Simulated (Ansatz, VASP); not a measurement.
## Two plane-wave programs on V

```
CELL_PARAMETERS angstrom
2.06380 1.19154 0.87714
-2.06380 1.19154 0.87714
0.00000 -2.38308 0.87714
ATOMIC_POSITIONS crystal
V 0.50000 0.50000 0.50000
```

Alike in both runs: functional PBEsol; k mesh 9 × 9 × 9; occupations gaussian, width 0.1 eV; no spin polarisation.

Ansatz relaxed the structure, and its values are those at the end. VASP's run is a single point on that final structure, the one shown.

|  | VASP | Ansatz |
| --- | --- | --- |
| version | VASP 6.6.1 | Ansatz 0.2.0 |
| potentials or method | VASP PAW PBE potentials, release 64 (V_sv) | scalar-relativistic, plane waves, PAW |
| plane-wave cutoff (eV) | 520 | 420 |
| valence electrons in the cell | 13 | 13 |

VASP gave:

```
gap on the k mesh at the Fermi level (eV) : none
pressure (GPa)                            : 0.0
```

**Question.** Which values does Ansatz return?

**Answer.** gap on the k mesh at the Fermi level (eV): none; pressure (GPa): -0.3.

A gap of «none» marks a metal or a gap that the smearing closes. With one functional, cell and mesh, what is left measures potentials, basis and numerics.

Caveats: the PAW data sets were made with another functional, which shifts forces and pressure a little (VASP).
